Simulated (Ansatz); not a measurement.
# BN in Ansatz: a series of runs

One slab, BN, is run at these levels: PBE; tasks: single point.

All numbers are computed with Ansatz 0.2.0; they aren't measurements. Logs are shortened: lines on timing, memory, paths and dates and some standing lists are left out, and cuts for length are marked.

## (1) The cell of the first run

The cell holds a slab with vacuum, 8 atoms: a = 2.504 Å, b = 2.504 Å, c = 24.992 Å, α = 90.00°, β = 90.00°, γ = 120.00°.

## (2) Single point, PBE (the (0 0 1) slab of BN, cut from the database cell, not relaxed)

File input.yaml:

```yaml
crystal:
  lattice:
    - [2.5039917043, 0.0, 0.0]
    - [-1.2519958521, 2.1685204268, 0.0]
    - [0.0, 0.0, 24.9918]
  atoms:
    - { symbol: B, position: [0.6666666667, 0.3333333334, 0.3000984323] }
    - { symbol: "N", position: [0.3333333333, 0.6666666666, 0.3000984323] }
    - { symbol: B, position: [0.3333333333, 0.6666666666, 0.4333661441] }
    - { symbol: "N", position: [0.6666666667, 0.3333333334, 0.4333661441] }
    - { symbol: B, position: [0.6666666667, 0.3333333334, 0.5666338559] }
    - { symbol: "N", position: [0.3333333333, 0.6666666666, 0.5666338559] }
    - { symbol: B, position: [0.3333333333, 0.6666666666, 0.6999015677] }
    - { symbol: "N", position: [0.6666666667, 0.3333333334, 0.6999015677] }
hamiltonian:
  xc: pbe
  pseudopotentials: { kind: nc, accuracy: stringent }
kpoints:
  mp_grid: { grid: [12, 12, 1] }
scf:
  occupations: { method: fermi_dirac, width: 0.05 }
output:
  forces: true
  eigenvalues: true
  write_density: true
  write_potential: true
  elf: true
  volumetric_format: npy
efield:
  axis: 3
  dipole_correction: true
  ramp_width: 0.04
```

Potentials or basis: PseudoDojo stringent (PBE files).

On the command line:

```sh
> ansatz run input.yaml --threads 4 --pin off --max-ram 11264MiB --backend cpu --events-out ev --progress --plain --runs-dir out
```

Log:

```text
Warning: The stringent table, which hamiltonian.pseudopotentials names, holds the potential of the library's standard table for B, N (one content_sha256, or a second file that the publisher made of the same generator input, which states another). The run takes no other species from the library, so that hamiltonian.pseudopotentials.accuracy: standard would change no potential of it. The deck needs no change, but a comparison with a run at hamiltonian.pseudopotentials.accuracy: standard does not test the potential of B, N. With hamiltonian.pseudopotentials.accuracy and source left out a run reads another potential of B, N, from this project's own files. To test it, run on another potential, such as that of hamiltonian.pseudopotentials: {kind: paw}
Warning: RAYON_NUM_THREADS=4 ignored (pool sized by the plan → 4); use --threads N
Engine: ansatz 0.2.0, aarch64-unknown-linux-gnu
Pseudopotentials: kind: nc
Pseudopotential: B, nc, valence charge 3, recommended cutoff 1034.032677 eV (normal), B.nc.azcp (PseudoDojo's, or run here from an input of PseudoDojo's; its table is named by hamiltonian.pseudopotentials.accuracy)
Pseudopotential: N, nc, valence charge 5, recommended cutoff 1142.878222 eV (normal), N.nc.azcp (PseudoDojo's, or run here from an input of PseudoDojo's; its table is named by hamiltonian.pseudopotentials.accuracy)
Functional definition: PBE
  parameter kappa = 0.804
  parameter beta = 0.06672455060314922
  exchange = pbe_x(kappa = kappa, mu = beta*pi^2/3)
  correlation = pbe_c(beta = beta)
Crystal: 8 atoms, lattice volume = 135.704 Å³
Basis set: ecut = 1142.878222 eV, 11765 PW (Γ), exchange–correlation on 60×60×576 points (8 copies of the dense FFT grid, shifted against one another)
Bands: 24, of which v1, the nominal top of the filled ones, is band 16 counted from 1 (15 counted from 0)
Symmetry: 6 space group operations
k-points: 19 of 144 (time reversal used)
Non-local potential: B, projectors of the file, l = 0: 2, l = 1: 2
Non-local potential: N, projectors of the file, l = 0: 2, l = 1: 2
Initial density: superposition of atomic densities (neutral atoms: chi_scale 0, normalization atom)
Initial wavefunctions: pseudopotential atomic-orbital guess
Functional: x = pbe(κ = 0.804, μ = 0.2195149727645171), c = pbe(β = 0.06672455060314922)
SCF iter   1: F=—  HF=-1466.408518 eV  |F-HF|=—  |Δ(HF+E_count)|=         —  Δρ=1.25e-1  dr2=2.07e1  ethr=3.10e-3  p=0.000 e·Å  D=7.06e-14 V/Å  ΔV_dip=-0.00 eV  dr2_dipole=4.65e-9  V_vac-E_F(+/−)=8.33/8.33 eV  ⟨swp⟩=10.4  Hψ=3507  notcnv=0  defer=1
efield: sawtooth ramp at fractional position 0.9800 (placed from the atoms, in the widest stretch of the axis that holds none; the zero of the levels goes with the place), width 0.0400; the density the first Hamiltonian is built on has a dipole p = 0.000 e·Å; the dipole correction subtracts the counter field D = 7.06e-14 V/Å, which shifts the + side's vacuum level by -0.00 eV against the − side's; the planar-averaged density in the ramp window peaks in size at 3.7e-8 e/Å³
preconditioner: auto → none  [insulator: Δε(μ)=6.247 eV  Ē_g=17.231 eV  σ=0.050 eV  W_gap=1.00  n_scr=16 (ndim 8)  ℏωp=18.0 eV  f_vac=0.444  D(μ)=0.00/eV (n_scr^D=0)  ε∞_Penn≈2.1]
SCF iter   2: F=—  HF=-1459.993999 eV  |F-HF|=—  |Δ(HF+E_count)|=    6.41e0  Δρ=5.36e-2  dr2=2.14e0  ethr=3.10e-3  p=0.000 e·Å  D=5.57e-5 V/Å  ΔV_dip=-0.00 eV  dr2_dipole=1.82e-8  V_vac-E_F(+/−)=4.20/4.20 eV  ⟨swp⟩=5.3  Hψ=1514  notcnv=0  defer=62
SCF iter   3: F=—  HF=-1459.406988 eV  |F-HF|=—  |Δ(HF+E_count)|=   5.87e-1  Δρ=1.77e-2  dr2=2.41e-1  ethr=3.10e-3  p=-0.000 e·Å  D=-3.71e-5 V/Å  ΔV_dip=0.00 eV  dr2_dipole=2.42e-9  V_vac-E_F(+/−)=4.21/4.21 eV  ⟨swp⟩=3.1  Hψ=972  notcnv=0  defer=61
SCF iter   4: F=—  HF=-1459.369091 eV  |F-HF|=—  |Δ(HF+E_count)|=   3.79e-2  Δρ=4.65e-3  dr2=1.47e-2  ethr=7.54e-4  p=0.000 e·Å  D=3.62e-5 V/Å  ΔV_dip=-0.00 eV  dr2_dipole=6.18e-9  V_vac-E_F(+/−)=3.66/3.66 eV  ⟨swp⟩=4.9  Hψ=971  notcnv=0  defer=61
SCF iter   5: F=—  HF=-1459.370938 eV  |F-HF|=—  |Δ(HF+E_count)|=   1.85e-3  Δρ=9.34e-4  dr2=4.50e-3  ethr=4.61e-5  p=-0.000 e·Å  D=-1.06e-4 V/Å  ΔV_dip=0.00 eV  dr2_dipole=4.86e-8  V_vac-E_F(+/−)=3.81/3.81 eV  ⟨swp⟩=3.4  Hψ=789  notcnv=0  defer=61
SCF iter   6: F=—  HF=-1459.369718 eV  |F-HF|=—  |Δ(HF+E_count)|=   1.22e-3  Δρ=1.70e-4  dr2=2.89e-5  ethr=1.41e-5  p=0.000 e·Å  D=5.73e-6 V/Å  ΔV_dip=-0.00 eV  dr2_dipole=4.87e-11  V_vac-E_F(+/−)=3.65/3.65 eV  ⟨swp⟩=3.2  Hψ=728  notcnv=0  defer=58
SCF iter   7: F=—  HF=-1459.369826 eV  |F-HF|=—  |Δ(HF+E_count)|=   1.08e-4  Δρ=6.69e-5  dr2=3.65e-6  ethr=9.03e-8  p=-0.000 e·Å  D=-8.02e-6 V/Å  ΔV_dip=0.00 eV  dr2_dipole=2.27e-10  V_vac-E_F(+/−)=3.64/3.64 eV  ⟨swp⟩=2.9  Hψ=865  notcnv=0  defer=58
SCF iter   8: F=—  HF=-1459.369827 eV  |F-HF|=—  |Δ(HF+E_count)|=   3.28e-7  Δρ=2.80e-5  dr2=5.51e-7  ethr=1.14e-8  p=0.000 e·Å  D=3.82e-6 V/Å  ΔV_dip=-0.00 eV  dr2_dipole=6.49e-11  V_vac-E_F(+/−)=3.64/3.64 eV  ⟨swp⟩=2.4  Hψ=677  notcnv=0  defer=58
SCF iter   9: F=-1459.369827 eV  HF=-1459.369827 eV  |F-HF|=5.49e-8  |Δ(HF+E_count)|=   1.59e-7  Δρ=5.16e-6  dr2=7.66e-8  ethr=3.13e-10  p=-0.000 e·Å  D=-3.03e-6 V/Å  ΔV_dip=0.00 eV  dr2_dipole=3.83e-11  V_vac-E_F(+/−)=3.65/3.65 eV  ⟨swp⟩=24.1  Hψ=5588  notcnv=0
SCF 1 converged in 9 iterations: F = -1459.369827 eV  dr2 = 7.66e-8
SCF converged after 9 iterations
Free energy (F): -1459.369827 eV
Harris-Foulkes:  -1459.369827 eV  (|F-HF|=5.49e-8)
Internal energy: -1459.369827 eV  (E = F + TS)
E sigma→0 (E₀):  -1459.369827 eV
Fermi energy:    1.983444 eV
Dipole field:    D = 0.000007 V/Å  (p = 0.000005 e·Å, saw-weighted, corrected)
Work function:   Φ+ = 3.6448 eV   Φ− = 3.6449 eV
Levels:          The Fermi level and band energies are counted from a zero that moves with the ramp; work functions are not
--- Per-component energies (eV) ---
  E_band       = -235.135457
  E_kinetic    = 1019.400577
  E_local      = -17785.636754  (includes V_loc(G=0)·N_el)
  E_nonlocal   = -116.525140
  E_hartree    = 8590.980990
  E_xc         = -471.964854
  E_vxc        = -534.319926  (∫ρ·V_xc dr)
  E_efield     = 0.000000  (sawtooth field / dipole correction)
  E_vefield    = 0.000000  (∫n·V_field dr)
  E_ewald      = 7304.375354
  E_smearing   = -0.000000  (= −TS)
  E_closure    = 0.000000  (closes the sum)
  Σ components = -1459.369827   (vs F -1459.369827, Δ=0.00e0)
--- Forces (eV/Å), atoms counted from 1 ---
  atom   1  B     -0.00000000     0.00000000    -0.03044630
  atom   2  N      0.00000000    -0.00000000    -0.06525340
  atom   3  B      0.00000000    -0.00000000    -0.00003636
  atom   4  N     -0.00000000     0.00000000     0.00031397
  atom   5  B     -0.00000000     0.00000000     0.00004265
  atom   6  N      0.00000000    -0.00000000    -0.00034035
  atom   7  B      0.00000000    -0.00000000     0.03044891
  atom   8  N     -0.00000000     0.00000000     0.06523667
  max |Σ_I F_I| component: 3.42e-5 eV/Å
--- Band table (eV; the first three rows and the last of 19) ---
  k-point 0: bands = ["-17.9866", "-17.9088", "-17.8189", "-17.7528", "-6.2592", "-5.7860", "-5.1525", "-4.5823", "-1.5758", "-1.5758", "-1.5621", "-1.5621", "-1.5481", "-1.5481", "-1.5439", "-1.5439", "4.6908", "4.8710", "5.7123", "6.4180", "6.8203", "8.1089", "8.5351", "9.7491"]
  k-point 1: bands = ["-17.8511", "-17.7744", "-17.6859", "-17.6209", "-6.0738", "-5.6046", "-4.9768", "-4.4120", "-2.1315", "-2.1173", "-2.1047", "-2.1032", "-1.8365", "-1.8216", "-1.8066", "-1.8015", "4.9229", "5.0943", "5.9388", "6.6298", "7.0375", "8.2727", "8.7116", "9.7814"]
  k-point 2: bands = ["-17.4518", "-17.3785", "-17.2942", "-17.2328", "-5.5252", "-5.0706", "-4.4648", "-3.9198", "-3.5400", "-3.5165", "-3.5069", "-3.4981", "-2.4708", "-2.4537", "-2.4366", "-2.4298", "5.5800", "5.7360", "6.5640", "7.2253", "7.6128", "8.6499", "9.0026", "9.8085"]
  k-point 18: bands = ["-14.1991", "-14.1991", "-14.1841", "-14.1840", "-8.2029", "-8.1574", "-8.1080", "-8.0755", "-7.3911", "-7.3911", "-7.3741", "-7.3740", "-0.2844", "-0.2844", "-0.2246", "-0.2245", "4.4801", "4.4801", "4.5841", "4.5841", "10.8513", "11.5124", "12.5132", "13.1166"]
```

It took 9.3 s on 4 threads of Arm Neoverse V1, shared host; peak memory 0.79 GiB.

Results:

- Free energy: -1459.3698 eV
- Largest force: 0.065 eV/Å
- Band gap on the k mesh: 4.37 eV, indirect (least direct gap 4.70 eV)
- Work function of the upper face: 3.64 eV
- Work function of the lower face: 3.64 eV
- Dipole across the slab: 0.000 e·Å

Forces on the atoms (eV/Å):
```
B    0.000  0.000 -0.030
N    0.000  0.000 -0.065
B    0.000  0.000  0.000
N    0.000  0.000  0.000
B    0.000  0.000  0.000
N    0.000  0.000  0.000
B    0.000  0.000  0.030
N    0.000  0.000  0.065
```

## (3) Single point, PBE (the (0 0 1) slab of BN, cut from the database cell, not relaxed)

Edit input.yaml of step 2 so:

```diff
@@ -16,3 +16,3 @@
   xc: pbe
-  pseudopotentials: { kind: nc, accuracy: stringent }
+  pseudopotentials: { kind: paw, source: ansatz }
 kpoints:
@@ -24,6 +24,2 @@
   eigenvalues: true
-  write_density: true
-  write_potential: true
-  elf: true
-  volumetric_format: npy
 efield:
```

Potentials or basis: Ansatz PAW earlier set.

On the command line:

```sh
> ansatz run input.yaml --threads 4 --pin off --max-ram 11264MiB --backend cpu --events-out ev --progress --plain --runs-dir out
```

Wall time 7 s (4 threads of Arm Neoverse V1, shared host); peak memory 0.66 GiB.

It converged, with:

```
Free energy                     : -2169.5947 eV
Largest force                   : 0.066 eV/Å
Band gap on the k mesh          : 4.34 eV, indirect (least direct gap 4.69 eV)
Work function of the upper face : 3.65 eV
Work function of the lower face : 3.65 eV
Dipole across the slab          : 0.000 e·Å
```

Forces on the atoms (eV/Å):
```
B    0.000  0.000 -0.030
N    0.000  0.000 -0.066
B    0.000  0.000  0.000
N    0.000  0.000  0.000
B    0.000  0.000  0.000
N    0.000  0.000  0.000
B    0.000  0.000  0.030
N    0.000  0.000  0.066
```

Levels at points of the mesh, in eV from the valence-band top:
| k point | band 14 | band 15 | band 16 | band 17 | band 18 | band 19 |
| --- | --- | --- | --- | --- | --- | --- |
| (0.00, 0.00, 0.00) | -1.32 | -1.31 | -1.31 | 4.90 | 5.08 | 5.92 |
| (0.00, -0.50, 0.00) | -1.07 | -0.75 | -0.53 | 4.34 | 4.58 | 5.00 |

## (4) Single point, PBE (the (0 0 1) slab of BN, cut from the database cell, not relaxed)

Edit input.yaml of step 3 so:

```diff
@@ -16,3 +16,3 @@
   xc: pbe
-  pseudopotentials: { kind: paw, source: ansatz }
+  pseudopotentials: { kind: nc }
 kpoints:
```

Potentials or basis: Ansatz NC.

On the command line:

```sh
> ansatz run input.yaml --threads 4 --pin off --max-ram 11264MiB --backend cpu --events-out ev --progress --plain --runs-dir out
```

Wall time 11 s (4 threads of Arm Neoverse V1, shared host); peak memory 0.81 GiB.

The run converged. Its results:

* Free energy: -1512.3033 eV
* Largest force: 0.066 eV/Å
* Band gap on the k mesh: 4.34 eV, indirect (least direct gap 4.69 eV)
* Work function of the upper face: 3.65 eV
* Work function of the lower face: 3.65 eV
* Dipole across the slab: 0.000 e·Å

Forces in eV/Å, atoms in the order of the input:
```
B    0.000  0.000 -0.030
N    0.000  0.000 -0.066
B    0.000  0.000  0.000
N    0.000  0.000  0.000
B    0.000  0.000  0.000
N    0.000  0.000  0.000
B    0.000  0.000  0.030
N    0.000  0.000  0.066
```

Levels at points of the mesh, in eV from the valence-band top:
| k point | band 14 | band 15 | band 16 | band 17 | band 18 | band 19 |
| --- | --- | --- | --- | --- | --- | --- |
| (0.00, 0.00, 0.00) | -1.31 | -1.31 | -1.31 | 4.90 | 5.08 | 5.92 |
| (0.00, -0.50, 0.00) | -1.07 | -0.75 | -0.53 | 4.34 | 4.58 | 5.00 |

## (5) Overview

```csv
potentials or basis,cutoff (eV),gap on the mesh (eV),largest force (eV/Å),work function (eV)
PseudoDojo stringent (PBE files),1143,4.37,0.07,3.64
Ansatz PAW earlier set,870,4.34,0.07,3.65
Ansatz NC,1240,4.34,0.07,3.65
```

Alike in all rows: task single point; level PBE; no spin polarisation; cell the (0 0 1) slab of BN, cut from the database cell, not relaxed; k mesh 12 × 12 × 1; smearing fermi-dirac 0.05 eV.

Absolute energies hang on the potentials; compare differences alone.
